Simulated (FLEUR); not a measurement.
# BeTe (F-43m) in FLEUR: a series of runs

The runs below take BeTe through equation of state, with PBEsol.

Program: FLEUR MaX-R8.1 (later development tree). These are calculated values, not measurements. Logs are shortened: lines on timing, memory, paths and dates and some standing lists are left out, and cuts for length are marked.

## (1) Starting point

It takes space group F-43m (No. 216, cubic). The conventional cell has a = 5.540 Å, b = 5.540 Å, c = 5.540 Å, α = 90.00°, β = 90.00°, γ = 90.00°. Te (site symmetry -43m) is surrounded by 4 Be at 2.40 Å. Be (site symmetry -43m) is surrounded by 4 Te at 2.40 Å.

## (2) Equation of state, PBEsol, 19.98 Å³/atom (volume scaled by 0.94)

inp.xml

```xml
<?xml version="1.0" encoding="UTF-8" standalone="no"?>
<fleurInput fleurInputVersion="0.39">
   <comment>
      BeTe                                                                                                
   </comment>
   <calculationSetup>
      <cutoffs Kmax="4.21" Gmax="13.1" GmaxXC="13.1" numbands="0"/>
      <scfLoop itmax="60" minDistance="0.00001" maxIterBroyd="15" imix="Anderson" alpha="0.05" precondParam="0.0" spinf="2.0" sdNocoIR="T"/>
      <coreElectrons ctail="T" frcor="F" kcrel="0" coretail_lmax="0"/>
      <xcFunctional name="PBEs" relativisticCorrections="F"/>
      <magnetism jspins="1"/>
      <soc l_soc="F" theta="0.0" phi="0.0" spav="F"/>
      <expertModes spex="0" secvar="F"/>
      <geometryOptimization l_f="F" forcealpha="1.0" forcemix="BFGS" epsdisp="0.00001" epsforce="0.00001"/>
      <ldaU l_linMix="F" mixParam="0.05" spinf="1.0"/>
   </calculationSetup>
   <cell>
      <bzIntegration valenceElectrons="26.0" mode="hist" fermiSmearingEnergy="0.00183747">
         <kPointListSelection listName="default-1"/>
         <!-- k-points included here -->
         <xi:include xmlns:xi="http://www.w3.org/2001/XInclude" href="kpts.xml"> </xi:include>
      </bzIntegration>
      <!-- symmetry operations included here -->
      <xi:include xmlns:xi="http://www.w3.org/2001/XInclude" href="sym.xml"> </xi:include>
      <bulkLattice scale="0.9795861087">
         <bravaisMatrix>
            <row-1>    0.0000000000000000     5.2345413651419994     5.2345413651419994</row-1>
            <row-2>    5.2345413651419994     0.0000000000000000     5.2345413651419994</row-2>
            <row-3>    5.2345413651419994     5.2345413651419994     0.0000000000000000</row-3>
         </bravaisMatrix>
      </bulkLattice>
   </cell>
   <atomSpecies>
      <species name="Tellurium (Te)" element="Te" atomicNumber="52">
         <mtSphere radius="2.36" gridPoints="807" logIncrement="0.016"/>
         <atomicCutoffs lmax="10" lnonsphr="10"/>
         <electronConfig flipSpins="F">
            <coreConfig>(1s1/2) (2s1/2) (2p1/2) (2p3/2) (3s1/2) (3p1/2) (3p3/2) (4s1/2) (3d3/2) (3d5/2)</coreConfig>
            <valenceConfig>(4p1/2) (4p3/2) (5s1/2) (4d3/2) (4d5/2) (5p1/2) (5p3/2)</valenceConfig>
            <stateOccupation state="(5p1/2)" spinUp="0.666667" spinDown="0.666667"/>
            <stateOccupation state="(5p3/2)" spinUp="1.333333" spinDown="1.333333"/>
         </electronConfig>
         <energyParameters s="5" p="5" d="5" f="4"/>
         <lo type="SCLO" l="1" n="4" eDeriv="0"/>
         <lo type="SCLO" l="1" n="4" eDeriv="1"/>
         <lo type="SCLO" l="2" n="4" eDeriv="0"/>
         <lo type="SCLO" l="2" n="4" eDeriv="1"/>
         <lo type="SCLO" l="0" n="5" eDeriv="2"/>
         <lo type="SCLO" l="3" n="4" eDeriv="2"/>
      </species>
      <species name="Beryllium (Be)" element="Be" atomicNumber="4">
         <mtSphere radius="1.71" gridPoints="583" logIncrement="0.017"/>
         <atomicCutoffs lmax="8" lnonsphr="8"/>
         <electronConfig flipSpins="F">
            <coreConfig></coreConfig>
            <valenceConfig>(1s1/2) (2s1/2)</valenceConfig>
         </electronConfig>
         <energyParameters s="2" p="2" d="3" f="4"/>
         <lo type="SCLO" l="0" n="1" eDeriv="0"/>
         <lo type="SCLO" l="1" n="2" eDeriv="2"/>
         <lo type="SCLO" l="2" n="3" eDeriv="2"/>
      </species>
   </atomSpecies>
   <atomGroups>
      <atomGroup species="Tellurium (Te)">
         <relPos label="                   1">-1.000/4.000 -1.000/4.000 -1.000/4.000</relPos>
         <force calculate="T" relaxXYZ="TTT"/>
      </atomGroup>
      <atomGroup species="Beryllium (Be)">
         <relPos label="                   2">.0000000000 .0000000000 .0000000000</relPos>
         <force calculate="T" relaxXYZ="TTT"/>
      </atomGroup>
   </atomGroups>
   <output dos="F" band="F" slice="F">
      <checks vchk="F" cdinf="F"/>
      <bandDOS minEnergy="-.5*Htr" maxEnergy="0.5*Htr" sigma="0.015" storeEVData="T"/>
      <vacuumDOS vacdos="F" integ="F" star="F" nstars="0" locx1="0.0" locy1="0.0" locx2="0.0" locy2="0.0" nstm="0" tworkf="0.0"/>
      <unfoldingBand unfoldBand="F" supercellX="1" supercellY="1" supercellZ="1"/>
      <plotting iplot="0" polar="F">
         <plot TwoD="T" vec1="  1.0  0.0  0.0" vec2="  0.0  1.0  0.0" vec3="  0.0  0.0  1.0" zero="  0.0  0.0  0.0" file="plot"/>
      </plotting>
      <chargeDensitySlicing numkpt="0" minEigenval="0.0" maxEigenval="0.0" nnne="0" pallst="F"/>
      <specialOutput eonly="F"/>
      <moessbauerParams electricFieldGradient="T" isomerShift="T" coreHyperfine="T" valenceHyperfine="T"/>
      <magneticCircularDichroism mcd="F" energyLo="-10.0" energyUp="0.0"/>
   </output>
  <!-- We include the file relax.xml here to enable relaxations (see documentation) -->
  <xi:include xmlns:xi="http://www.w3.org/2001/XInclude" href="relax.xml"> <xi:fallback/> </xi:include>
</fleurInput>
```

Potentials or basis: all-electron, FLAPW.

Started as:

```
> inpgen -f crystal.txt -profile fastHighL
> # inp.xml edited to the form shown
> fleur_MPI
```

Standard output:

```text
Welcome to FLEUR        (www.flapw.de)
      MaX-Release 8.1          (www.max-centre.eu)

 ========== k-point set info ==========
 Selected k-point list: default-1
 k-point list type: mesh
 8 x 8 x 8
 Number of k points: 29

 ------------Calculation Setup---------------------------
 Number of MPI-tasks      :            1
 Number of PE/node        :            1
 Number of OMP-threads    :            1
 Most efficient MPI parallelization for:
           1          29
 Additional eigenvalue parallelization possible
 Number of basis functions:          431
 Approximate size of matrices (H+S) per k-point:         0.006 GB
 --------------------------------------------------------
Nuclear radius smaller than smallest radial mesh point for atom type 2 -- skipping its core isomer shift
Nuclear radius smaller than smallest radial mesh point for atom type 2 -- skipping its isomer shift
 Iteration:     1   Distance:       7.92234837 me/bohr^3
Nuclear radius smaller than smallest radial mesh point for atom type 2 -- skipping its core isomer shift
Nuclear radius smaller than smallest radial mesh point for atom type 2 -- skipping its isomer shift
 Iteration:     2   Distance:       7.39238061 me/bohr^3
Nuclear radius smaller than smallest radial mesh point for atom type 2 -- skipping its core isomer shift
Nuclear radius smaller than smallest radial mesh point for atom type 2 -- skipping its isomer shift
 Iteration:     3   Distance:       2.35939662 me/bohr^3
Nuclear radius smaller than smallest radial mesh point for atom type 2 -- skipping its core isomer shift
Nuclear radius smaller than smallest radial mesh point for atom type 2 -- skipping its isomer shift
 Iteration:     4   Distance:       0.64069968 me/bohr^3
Nuclear radius smaller than smallest radial mesh point for atom type 2 -- skipping its core isomer shift
Nuclear radius smaller than smallest radial mesh point for atom type 2 -- skipping its isomer shift
 Iteration:     5   Distance:       0.43545515 me/bohr^3
Nuclear radius smaller than smallest radial mesh point for atom type 2 -- skipping its core isomer shift
Nuclear radius smaller than smallest radial mesh point for atom type 2 -- skipping its isomer shift
 Iteration:     6   Distance:       0.11635466 me/bohr^3
Nuclear radius smaller than smallest radial mesh point for atom type 2 -- skipping its core isomer shift
Nuclear radius smaller than smallest radial mesh point for atom type 2 -- skipping its isomer shift
 Iteration:     7   Distance:       0.07260851 me/bohr^3
Nuclear radius smaller than smallest radial mesh point for atom type 2 -- skipping its core isomer shift
Nuclear radius smaller than smallest radial mesh point for atom type 2 -- skipping its isomer shift
 Iteration:     8   Distance:       0.01490413 me/bohr^3
Nuclear radius smaller than smallest radial mesh point for atom type 2 -- skipping its core isomer shift
Nuclear radius smaller than smallest radial mesh point for atom type 2 -- skipping its isomer shift
 Iteration:     9   Distance:       0.00273387 me/bohr^3
Nuclear radius smaller than smallest radial mesh point for atom type 2 -- skipping its core isomer shift
Nuclear radius smaller than smallest radial mesh point for atom type 2 -- skipping its isomer shift
 Iteration:    10   Distance:       0.00158666 me/bohr^3
Nuclear radius smaller than smallest radial mesh point for atom type 2 -- skipping its core isomer shift
Nuclear radius smaller than smallest radial mesh point for atom type 2 -- skipping its isomer shift
 Iteration:    11   Distance:       0.00016135 me/bohr^3
Nuclear radius smaller than smallest radial mesh point for atom type 2 -- skipping its core isomer shift
Nuclear radius smaller than smallest radial mesh point for atom type 2 -- skipping its isomer shift
 Iteration:    12   Distance:       0.00016059 me/bohr^3
Nuclear radius smaller than smallest radial mesh point for atom type 2 -- skipping its core isomer shift
Nuclear radius smaller than smallest radial mesh point for atom type 2 -- skipping its isomer shift
 Iteration:    13   Distance:       0.00001575 me/bohr^3
Nuclear radius smaller than smallest radial mesh point for atom type 2 -- skipping its core isomer shift
Nuclear radius smaller than smallest radial mesh point for atom type 2 -- skipping its isomer shift
 Iteration:    14   Distance:       0.00000094 me/bohr^3

 ********************************************************************
 Run finished successfully
 Stop message:
   all done
 ********************************************************************
```

Wall time 40 s (1 thread of Arm Neoverse V2, shared host); peak memory 0.07 GiB.

What came out:

```yaml
Free_energy: -185273.0717 eV
Band_gap_on_the_k_mesh: 1.58 eV, indirect (least direct gap 3.51 eV)
Valence_electrons_inside_the_program's_atomic_spheres: Te 19.40; Be 2.70 (radii Te 2.36, Be 1.71 bohr)
```

Caveat: spin-orbit coupling is left out, which moves the levels of the heavy elements.

## (3) Equation of state, PBEsol, 20.40 Å³/atom (volume scaled by 0.96)

Changes to inp.xml since step 2:

```diff
@@ -24,3 +24,3 @@
       <xi:include xmlns:xi="http://www.w3.org/2001/XInclude" href="sym.xml"> </xi:include>
-      <bulkLattice scale="0.9795861087">
+      <bulkLattice scale="0.9864848297">
          <bravaisMatrix>
```

Potentials or basis: all-electron, FLAPW.

Started as:

```
> inpgen -f crystal.txt -profile fastHighL
> # inp.xml edited to the form shown
> fleur_MPI
```

Wall time 42 s (1 thread of Arm Neoverse V2, shared host); peak memory 0.07 GiB.

Results (log left out):

```yaml
Free_energy: -185273.1045 eV
Band_gap_on_the_k_mesh: 1.64 eV, indirect (least direct gap 3.53 eV)
Valence_electrons_inside_the_program's_atomic_spheres: Te 19.39; Be 2.69 (radii Te 2.36, Be 1.71 bohr)
```

Caveat: spin-orbit coupling is left out, which moves the levels of the heavy elements.

## (4) Equation of state, PBEsol, 20.83 Å³/atom (volume scaled by 0.98)

Changes to inp.xml since step 3:

```diff
@@ -24,3 +24,3 @@
       <xi:include xmlns:xi="http://www.w3.org/2001/XInclude" href="sym.xml"> </xi:include>
-      <bulkLattice scale="0.9864848297">
+      <bulkLattice scale="0.9932883884">
          <bravaisMatrix>
```

Started as:

```
> inpgen -f crystal.txt -profile fastHighL
> # inp.xml edited to the form shown
> fleur_MPI
```

Run time: 43 s. Hardware: 1 thread of Arm Neoverse V2, shared host; peak memory 0.07 GiB.

It converged, with:

* Free energy: -185273.1283 eV
* Band gap on the k mesh: 1.69 eV, indirect (least direct gap 3.56 eV)
* Valence electrons inside the program's atomic spheres: Te 19.38; Be 2.67 (radii Te 2.36, Be 1.71 bohr)

Caveat: spin-orbit coupling is left out, which moves the levels of the heavy elements.

## (5) Equation of state, PBEsol, 21.25 Å³/atom

Changes to inp.xml since step 4:

```diff
@@ -24,3 +24,3 @@
       <xi:include xmlns:xi="http://www.w3.org/2001/XInclude" href="sym.xml"> </xi:include>
-      <bulkLattice scale="0.9932883884">
+      <bulkLattice scale="1.0000000000">
          <bravaisMatrix>
```

Started as:

```
> inpgen -f crystal.txt -profile fastHighL
> # inp.xml edited to the form shown
> fleur_MPI
```

It took 44 s on 1 thread of Arm Neoverse V2, shared host; peak memory 0.07 GiB.

It converged, with:

```
Free energy                                           : -185273.1440 eV
Band gap on the k mesh                                : 1.75 eV, indirect (least direct gap 3.58 eV)
Valence electrons inside the program's atomic spheres : Te 19.36; Be 2.65 (radii Te 2.36, Be 1.71 bohr)
```

Caveat: spin-orbit coupling is left out, which moves the levels of the heavy elements.

## (6) Equation of state, PBEsol, 21.68 Å³/atom (volume scaled by 1.02)

Changes to inp.xml since step 5:

```diff
@@ -24,3 +24,3 @@
       <xi:include xmlns:xi="http://www.w3.org/2001/XInclude" href="sym.xml"> </xi:include>
-      <bulkLattice scale="1.0000000000">
+      <bulkLattice scale="1.0066227096">
          <bravaisMatrix>
```

Potentials or basis: all-electron, FLAPW.

Started as:

```
> inpgen -f crystal.txt -profile fastHighL
> # inp.xml edited to the form shown
> fleur_MPI
```

It took 45 s on 1 thread of Arm Neoverse V2, shared host; peak memory 0.07 GiB.

The run converged. Its results:

```yaml
Free_energy: -185273.1523 eV
Band_gap_on_the_k_mesh: 1.80 eV, indirect (least direct gap 3.59 eV)
Valence_electrons_inside_the_program's_atomic_spheres: Te 19.35; Be 2.64 (radii Te 2.36, Be 1.71 bohr)
```

Caveat: spin-orbit coupling is left out, which moves the levels of the heavy elements.

## (7) Equation of state, PBEsol, 22.10 Å³/atom (volume scaled by 1.04)

Changes to inp.xml since step 6:

```diff
@@ -24,3 +24,3 @@
       <xi:include xmlns:xi="http://www.w3.org/2001/XInclude" href="sym.xml"> </xi:include>
-      <bulkLattice scale="1.0066227096">
+      <bulkLattice scale="1.0131594038">
          <bravaisMatrix>
```

Started as:

```
> inpgen -f crystal.txt -profile fastHighL
> # inp.xml edited to the form shown
> fleur_MPI
```

Wall time 43 s (1 thread of Arm Neoverse V2, shared host); peak memory 0.07 GiB.

It converged, with:

* Free energy: -185273.1540 eV
* Band gap on the k mesh: 1.84 eV, indirect (least direct gap 3.61 eV)
* Valence electrons inside the program's atomic spheres: Te 19.34; Be 2.63 (radii Te 2.36, Be 1.71 bohr)

Caveat: spin-orbit coupling is left out, which moves the levels of the heavy elements.

## (8) Equation of state, PBEsol, 22.53 Å³/atom (volume scaled by 1.06)

Changes to inp.xml since step 7:

```diff
@@ -24,3 +24,3 @@
       <xi:include xmlns:xi="http://www.w3.org/2001/XInclude" href="sym.xml"> </xi:include>
-      <bulkLattice scale="1.0131594038">
+      <bulkLattice scale="1.0196128224">
          <bravaisMatrix>
```

Started as:

```
> inpgen -f crystal.txt -profile fastHighL
> # inp.xml edited to the form shown
> fleur_MPI
```

Run time: 48 s. Hardware: 1 thread of Arm Neoverse V2, shared host; peak memory 0.07 GiB.

Results (log left out):

```
Free energy                                           : -185273.1497 eV
Band gap on the k mesh                                : 1.89 eV, indirect (least direct gap 3.63 eV)
Valence electrons inside the program's atomic spheres : Te 19.33; Be 2.61 (radii Te 2.36, Be 1.71 bohr)
```

Caveat: spin-orbit coupling is left out, which moves the levels of the heavy elements.

## (9) Equation of state, PBEsol

Potentials or basis: all-electron, FLAPW.

This step only gathers the single runs of the series.

What came out:

| Item | Value |
| --- | --- |
| Equilibrium volume | 22.00 Å³/atom |
| Bulk modulus | 60 GPa |
| Pressure derivative of the bulk modulus | 4.1 |

Energy against volume, from the lowest point:
```tsv
volume (Å³/atom)	energy (meV/atom)
19.979	41.15
20.404	24.76
20.829	12.86
21.254	5.03
21.679	0.86
22.104	0.00
22.529	2.18
```

Spin-orbit coupling is left out, which matters for the levels of Te. Zero-point motion and thermal expansion aren't in these numbers.
